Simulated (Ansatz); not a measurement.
La:

```
La
1.0
     3.75000    0.00000    0.00000
    -1.87500    3.24760    0.00000
     0.00000    0.00000    6.07000
La
2
Direct
  0.66667 0.33333 0.75000
  0.33333 0.66667 0.25000
```

This isn't the form of La at room conditions, which is double hcp.

| Property | Result |
| --- | --- |
| Program | Ansatz 0.2.0 |
| Task | single point |
| Functional | PBEsol |
| Potentials or basis | all-electron LAPW, scalar-relativistic |
| Cutoff | 120 eV (chosen from the basis error) |
| Basis error allowed | 0.001 eV/atom |
| k mesh | 8 × 8 × 5 |
| Occupations | fermi-dirac, width 0.05 eV |
| Spin | no spin polarisation |

On this cell: pressure -1.4 GPa; largest force under 0.003 eV/Å; band gap on the k mesh none (metal or under the smearing width).

The same run follows on a disturbed copy (atoms moved at random, drawn with an rms of 0.05 Å):

```
La
1.0
     3.75000    0.00000    0.00000
    -1.87500    3.24760    0.00000
     0.00000    0.00000    6.07000
La
2
Cartesian
  1.8924 1.0142 4.5116
  0.0118 2.1402 1.5273
```

Question: What changes?

Answer: The energy (extrapolated to zero smearing) moves by +0.8 meV/atom; pressure -1.4 GPa; largest force 0.064 eV/Å; band gap on the k mesh none (metal or under the smearing width).

Forces in eV/Å, atoms in the order of the input:
```
La  -0.001  0.000  0.064
La   0.001  0.000 -0.064
```

Stress tensor (GPa, compression positive):
```
-1.41  0.01  0.00
 0.01 -1.28  0.02
 0.00  0.02 -1.61
```
